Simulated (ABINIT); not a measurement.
Here is an ABINIT 10.8.3 (patched build) calculation.

File run.abi:

```
# Pseudopotentials
pp_dirpath "./"
pseudos "Zr.GGA_PBE-JTH.xml"

# Structure
acell 3.232 3.232 5.147 Angstrom
rprim
     1.0000000000     0.0000000000     0.0000000000
    -0.5000000000     0.8660254038     0.0000000000
     0.0000000000     0.0000000000     1.0000000000
ntypat 1
znucl 40
natom 2
typat 1 1
xred
     0.6666666667     0.3333333333     0.7500000000
     0.3333333333     0.6666666667     0.2500000000
chkprim 0
chksymtnons 0
tolsym 1.0e-6

# Plane-wave basis
ecut 17.0
pawecutdg 34.0
pawxcdev 0

# k points
kptopt 1
ngkpt 9 9 5
nshiftk 1
shiftk 0.0 0.0 0.0

# Exchange and correlation
ixc 11
vdw_xc 7

# Bands and occupations
nband 16
occopt 3
tsmear 0.00183747

# SCF cycle
nstep 100
tolvrs 1.0e-9

# Output
iomode 3
prtwf 0
prtden 0
prteig 0
prtebands 0

# Relaxation
ionmov 2
ntime 60
tolmxf 0.0001
optcell 2
dilatmx 1.08
ecutsm 0.5
```

Potentials or basis: JTH PAW PBE v2.0.

Run with:

```console
$ abinit run.abi > log 2>&1
```

Q: What does it give for the space group after relaxing (to 0.05 Å)?

A: P6_3/mmc (No. 194).

Q: Estimate the relaxed volume.

A: 22.46 Å³/atom.

Q: Estimate the band gap on the k mesh.

A: None (metal or under the smearing width).

Q: Predict the relaxed cell.

A: a = 3.182 Å, b = 3.182 Å, c = 5.123 Å, α = 90.00°, β = 90.00°, γ = 120.00°.

Final structure:
```
CELL_PARAMETERS angstrom
3.18160 0.00000 0.00000
-1.59080 2.75534 0.00000
0.00000 0.00000 5.12328
ATOMIC_POSITIONS crystal
Zr 0.66667 0.33333 0.75000
Zr 0.33333 0.66667 0.25000
```

Caveat: pairwise dispersion overbinds metals, which lowers pressure and volume.
